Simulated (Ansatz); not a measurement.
# Pt (Im-3m) in Ansatz: reference runs, part 2 of 2

Ansatz 0.2.0. Earlier steps stand in the parts before.

### 4 Single point, PBEsol, 14.95 Å³/atom (volume scaled by 0.94)

Input file input.yaml:

```yaml
crystal:
  lattice:
    - [-1.5518799051, 1.5518799051, 1.5518799051]
    - [1.5518799051, -1.5518799051, 1.5518799051]
    - [1.5518799051, 1.5518799051, -1.5518799051]
  atoms:
    - { symbol: Pt, position: [0.0, 0.0, 0.0] }
hamiltonian:
  xc: pbesol
  pseudopotentials: { kind: paw }
kpoints:
  mp_grid: { grid: [12, 12, 12] }
scf:
  occupations: { method: fermi_dirac, width: 0.05 }
output:
  forces: true
  stress: true
  eigenvalues: true
```

Run with:

```sh
$ ansatz run input.yaml --threads 2 --pin off --max-ram 5632MiB --backend cpu --events-out ev --progress --plain --runs-dir out
```

Run time: 0.43 s. Hardware: 2 threads of Intel Xeon 6975P-C (Granite Rapids), shared host; peak memory 0.33 GiB.

It converged, with:

- Free energy: -12383.7223 eV
- Pressure: 4.7 GPa
- Band gap on the k mesh: none (metal or under the smearing width)

Caveat: the PAW data sets come from PBE, with cores solved anew for the run's functional, which leaves a small shift of forces and pressure.

### 5 Single point, PBEsol, 15.27 Å³/atom (volume scaled by 0.96)

Changes to input.yaml since step 4:

```diff
@@ -2,5 +2,5 @@
   lattice:
-    - [-1.5518799051, 1.5518799051, 1.5518799051]
-    - [1.5518799051, -1.5518799051, 1.5518799051]
-    - [1.5518799051, 1.5518799051, -1.5518799051]
+    - [-1.562808997, 1.562808997, 1.562808997]
+    - [1.562808997, -1.562808997, 1.562808997]
+    - [1.562808997, 1.562808997, -1.562808997]
   atoms:
```

Run with:

```sh
$ ansatz run input.yaml --threads 2 --pin off --max-ram 5632MiB --backend cpu --events-out ev --progress --plain --runs-dir out
```

Wall time 0.42 s (2 threads of Intel Xeon 6975P-C (Granite Rapids), shared host); peak memory 0.32 GiB.

The run converged. Its results:

```yaml
Free_energy: -12383.7256 eV
Pressure: -1.3 GPa
Band_gap_on_the_k_mesh: none (metal or under the smearing width)
```

Caveat: the PAW data sets come from PBE, with cores solved anew for the run's functional, which leaves a small shift of forces and pressure.

### 6 Single point, PBEsol, 15.59 Å³/atom (volume scaled by 0.98)

Input file input.yaml:

```yaml
crystal:
  lattice:
    - [-1.5735873306, 1.5735873306, 1.5735873306]
    - [1.5735873306, -1.5735873306, 1.5735873306]
    - [1.5735873306, 1.5735873306, -1.5735873306]
  atoms:
    - { symbol: Pt, position: [0.0, 0.0, 0.0] }
hamiltonian:
  xc: pbesol
  pseudopotentials: { kind: paw }
kpoints:
  mp_grid: { grid: [12, 12, 12] }
scf:
  occupations: { method: fermi_dirac, width: 0.05 }
output:
  forces: true
  stress: true
  eigenvalues: true
  write_density: true
  write_potential: true
  elf: true
  volumetric_format: npy
```

Potentials or basis: Ansatz PAW.

Run with:

```sh
$ ansatz run input.yaml --threads 2 --pin off --max-ram 5632MiB --backend cpu --events-out ev --progress --plain --runs-dir out
```

Wall time 0.54 s (2 threads of Intel Xeon 6975P-C (Granite Rapids), shared host); peak memory 0.34 GiB.

Results (log left out):

```yaml
Free_energy: -12383.7176 eV
Pressure: -6.6 GPa
Band_gap_on_the_k_mesh: none (metal or under the smearing width)
```

Caveat: the PAW data sets come from PBE, with cores solved anew for the run's functional, which leaves a small shift of forces and pressure.

### 7 Single point, PBEsol, 15.90 Å³/atom

Input file input.yaml:

```yaml
crystal:
  lattice:
    - [-1.58422, 1.58422, 1.58422]
    - [1.58422, -1.58422, 1.58422]
    - [1.58422, 1.58422, -1.58422]
  atoms:
    - { symbol: Pt, position: [0.0, 0.0, 0.0] }
hamiltonian:
  xc: pbesol
  pseudopotentials: { kind: paw }
kpoints:
  mp_grid: { grid: [12, 12, 12] }
scf:
  occupations: { method: fermi_dirac, width: 0.05 }
output:
  forces: true
  stress: true
  eigenvalues: true
```

Run with:

```sh
$ ansatz run input.yaml --threads 2 --pin off --max-ram 5632MiB --backend cpu --events-out ev --progress --plain --runs-dir out
```

Run time: 0.43 s. Hardware: 2 threads of Intel Xeon 6975P-C (Granite Rapids), shared host; peak memory 0.33 GiB.

Results (log left out):

- Free energy: -12383.6999 eV
- Pressure: -11.2 GPa
- Band gap on the k mesh: none (metal or under the smearing width)

Caveat: the PAW data sets come from PBE, with cores solved anew for the run's functional, which leaves a small shift of forces and pressure.

### 8 Single point, PBEsol, 16.22 Å³/atom (volume scaled by 1.02)

Changes to input.yaml since step 7:

```diff
@@ -2,5 +2,5 @@
   lattice:
-    - [-1.58422, 1.58422, 1.58422]
-    - [1.58422, -1.58422, 1.58422]
-    - [1.58422, 1.58422, -1.58422]
+    - [-1.5947118289, 1.5947118289, 1.5947118289]
+    - [1.5947118289, -1.5947118289, 1.5947118289]
+    - [1.5947118289, 1.5947118289, -1.5947118289]
   atoms:
```

Run with:

```sh
$ ansatz run input.yaml --threads 2 --pin off --max-ram 5632MiB --backend cpu --events-out ev --progress --plain --runs-dir out
```

Run time: 0.43 s. Hardware: 2 threads of Intel Xeon 6975P-C (Granite Rapids), shared host; peak memory 0.33 GiB.

Results (log left out):

* Free energy: -12383.6735 eV
* Pressure: -15.2 GPa
* Band gap on the k mesh: none (metal or under the smearing width)

Caveat: the PAW data sets come from PBE, with cores solved anew for the run's functional, which leaves a small shift of forces and pressure.

### 9 Single point, PBEsol, 16.54 Å³/atom (volume scaled by 1.04)

Changes to input.yaml since step 8:

```diff
@@ -2,5 +2,5 @@
   lattice:
-    - [-1.5947118289, 1.5947118289, 1.5947118289]
-    - [1.5947118289, -1.5947118289, 1.5947118289]
-    - [1.5947118289, 1.5947118289, -1.5947118289]
+    - [-1.6050673907, 1.6050673907, 1.6050673907]
+    - [1.6050673907, -1.6050673907, 1.6050673907]
+    - [1.6050673907, 1.6050673907, -1.6050673907]
   atoms:
```

Potentials or basis: Ansatz PAW.

Run with:

```sh
$ ansatz run input.yaml --threads 2 --pin off --max-ram 5632MiB --backend cpu --events-out ev --progress --plain --runs-dir out
```

Run time: 0.44 s. Hardware: 2 threads of Intel Xeon 6975P-C (Granite Rapids), shared host; peak memory 0.33 GiB.

It converged, with:

```
Free energy            : -12383.6397 eV
Pressure               : -18.8 GPa
Band gap on the k mesh : none (metal or under the smearing width)
```

Caveat: the PAW data sets come from PBE, with cores solved anew for the run's functional, which leaves a small shift of forces and pressure.

### 10 Single point, PBEsol, 16.86 Å³/atom (volume scaled by 1.06)

Changes to input.yaml since step 9:

```diff
@@ -2,5 +2,5 @@
   lattice:
-    - [-1.6050673907, 1.6050673907, 1.6050673907]
-    - [1.6050673907, -1.6050673907, 1.6050673907]
-    - [1.6050673907, 1.6050673907, -1.6050673907]
+    - [-1.6152910255, 1.6152910255, 1.6152910255]
+    - [1.6152910255, -1.6152910255, 1.6152910255]
+    - [1.6152910255, 1.6152910255, -1.6152910255]
   atoms:
```

Potentials or basis: Ansatz PAW.

Run with:

```sh
$ ansatz run input.yaml --threads 2 --pin off --max-ram 5632MiB --backend cpu --events-out ev --progress --plain --runs-dir out
```

Standard output:

```text
Warning: RAYON_NUM_THREADS=2 ignored (pool sized by the plan → 2); use --threads N
Engine: ansatz 0.2.0, x86_64-unknown-linux-gnu
Pseudopotentials: kind: paw
Pseudopotential: Pt, paw, valence charge 18, recommended cutoff 420 eV (normal), Pt.paw.azcp
Functional definition: PBEsol
  exchange = pbesol_x
  correlation = pbesol_c
Crystal: 1 atoms, lattice volume = 16.858 Å³
Basis set: ecut = 420 eV, 321 PW (Γ), exchange–correlation on 40×40×40 points (8 copies of the dense FFT grid, shifted against one another)
Bands: 13, of which v1, the nominal top of the filled ones, is band 9 counted from 1 (8 counted from 0)
Symmetry: 48 space group operations
Space group: Im-3m (ITA 229), of the structure as read, at distance tolerance 2.6e-5 Å
k-points: 72 of 1728
Non-local potential: Pt, projectors of the file, l = 0: 3, l = 1: 2, l = 2: 2, l = 3: 1
PAW form: soft (Blöchl's): semilocal exchange-correlation on the pseudo side does not see the compensation charge
[... 23 lines left out ...]
  E_band       = -180.946043
  E_kinetic    = 634.769692
  E_local      = -1610.401067  (includes V_loc(G=0)·N_el)
  E_nonlocal   = 203.332505
  E_hartree    = 591.245465
  E_xc         = -258.794789
  E_vxc        = -300.354807  (∫ρ·V_xc dr)
  E_paw        = -9316.209121  (= ΣΔE_a)
  E_vpaw       = -290.781905  (= ΣTr[D̂ρ^β])
  E_aug_tail   = 0.000197  (compensation charges beyond the density's cutoff)
  E_ewald      = -2627.822060
  E_core_change = 0.286981  (= ΣΔE_core)
  E_smearing   = -0.007151  (= −TS)
  E_closure    = 0.000000  (closes the sum)
  Σ components = -12383.599348   (vs F -12383.599348, Δ=0.00e0)
--- Forces (eV/Å), atoms counted from 1 ---
  atom   1  Pt    -0.00000000    -0.00000000     0.00000000
  max |Σ_I F_I| component: 6.16e-33 eV/Å
--- Stress (GPa, compression-positive) ---
      -21.809747      -0.000000      -0.000000
        0.000000     -21.809747       0.000000
       -0.000000       0.000000     -21.809747
  P = ⅓ Tr σ = -21.8097 GPa (-218.097 kbar)
--- Band table (eV; the first three rows and the last of 72) ---
  k-point 0: bands = ["-78.1605", "-32.1669", "-32.1669", "-32.1669", "10.8587", "16.6215", "16.6215", "16.6215", "18.9083", "18.9083", "36.7840", "36.7840", "36.7840"]
  k-point 1: bands = ["-78.1591", "-32.1888", "-32.1746", "-32.1667", "11.1238", "16.5236", "16.6217", "16.8272", "18.7878", "18.9154", "36.8757", "36.8976", "37.1559"]
  k-point 2: bands = ["-78.1552", "-32.2482", "-32.1958", "-32.1662", "11.8677", "16.2661", "16.6026", "17.4218", "18.5740", "18.9427", "36.3021", "36.6941", "38.2101"]
  k-point 71: bands = ["-78.1221", "-32.4089", "-32.4089", "-32.4089", "14.3008", "14.3008", "20.2476", "20.2476", "20.2476", "27.2417", "27.2417", "27.2417", "31.5923"]
```

It took 0.44 s on 2 threads of Intel Xeon 6975P-C (Granite Rapids), shared host; peak memory 0.33 GiB.

What came out:

| Item | Value |
| --- | --- |
| Free energy | -12383.5993 eV |
| Pressure | -21.8 GPa |
| Band gap on the k mesh | none (metal or under the smearing width) |

Caveat: the PAW data sets come from PBE, with cores solved anew for the run's functional, which leaves a small shift of forces and pressure.

### 11 Equation of state, PBEsol

Potentials or basis: Ansatz PAW.

No new run: the results of the series are fitted here.

Results:

| Item | Value |
| --- | --- |
| Equilibrium volume | 15.20 Å³/atom |
| Bulk modulus | 278 GPa |
| Pressure derivative of the bulk modulus | 5.4 |

Energy against volume, from the lowest point:
| volume (Å³/atom) | energy (meV/atom) |
| --- | --- |
| 14.950 | 3.26 |
| 15.268 | 0.00 |
| 15.586 | 7.96 |
| 15.904 | 25.73 |
| 16.222 | 52.06 |
| 16.540 | 85.89 |
| 16.858 | 126.23 |

### 12 Overview

```tsv
task	cell	gap on the mesh (eV)	pressure (GPa)
single point	as given	none	-11.2
single point	cell strained at random at fixed volume	none	-10.7
equation of state	as given	-	-
```

Alike in all rows: level PBEsol; potentials or basis Ansatz PAW; no spin polarisation; k mesh 12 × 12 × 12; cutoff (eV) 420; smearing fermi-dirac 0.05 eV.

Caveats: the PAW data sets come from PBE, with cores solved anew for the run's functional, which leaves a small shift of forces and pressure (some runs).

Absolute energies hang on the potentials; compare differences alone.
